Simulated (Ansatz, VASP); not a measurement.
## Two plane-wave programs on S (a cell with a defect)

```
S
1.0
     0.00000    6.01539   -5.83705
     5.20948   -3.00769   -5.83705
    -5.20948   -3.00769   -5.83705
S
23
Direct
  0.55919 0.44027 0.20292
  0.30747 0.19362 0.95208
  0.05563 0.93634 0.69687
  0.68023 0.47538 0.79622
  0.44681 0.20377 0.55706
  0.19904 0.95087 0.30319
  0.94218 0.70455 0.04949
  0.45574 0.78874 0.69921
  0.20976 0.55758 0.44515
  0.95600 0.29905 0.19412
  0.70895 0.05922 0.93595
  0.42059 0.54654 0.81105
  0.19935 0.31043 0.54741
  0.95002 0.05011 0.29455
  0.69546 0.81220 0.04455
  0.58801 0.75105 0.47385
  0.31102 0.54639 0.19675
  0.05782 0.29296 0.94532
  0.80855 0.04681 0.68835
  0.75322 0.51239 0.54728
  0.54838 0.19310 0.30931
  0.30222 0.94432 0.05458
  0.03987 0.69018 0.80130
```

Change from the starting cell: S vacancy, atoms relaxed.

Alike in both runs: functional PBEsol; k mesh 3 × 3 × 3; occupations gaussian, width 0.05 eV; no spin polarisation.

Ansatz relaxed the structure, and its values are those at the end. VASP's run is a single point on that final structure, the one shown.

|  | VASP | Ansatz |
| --- | --- | --- |
| version | VASP 6.6.1 | Ansatz 0.2.0 |
| potentials or method | VASP PAW PBE potentials, release 64 (S) | scalar-relativistic, plane waves, PAW |
| plane-wave cutoff (eV) | 520 | 420 |
| valence electrons in the cell | 138 | 138 |

|  | VASP | Ansatz | Ansatz less VASP |
| --- | --- | --- | --- |
| gap on the k mesh at the Fermi level (eV) | 1.70 | 1.66 | -0.034 |
| least direct gap on the mesh (eV) | 1.76 | 1.73 | -0.034 |
| pressure (GPa) | -0.3 | 0.1 | +0.38 |
| rms of the force components (eV/Å) | 0.058 | 0.005 | -0.0524 |

Ansatz warned: «stress_scf_threshold_loose».

Caveats: the PAW data sets were made with another functional, which shifts forces and pressure a little (VASP).
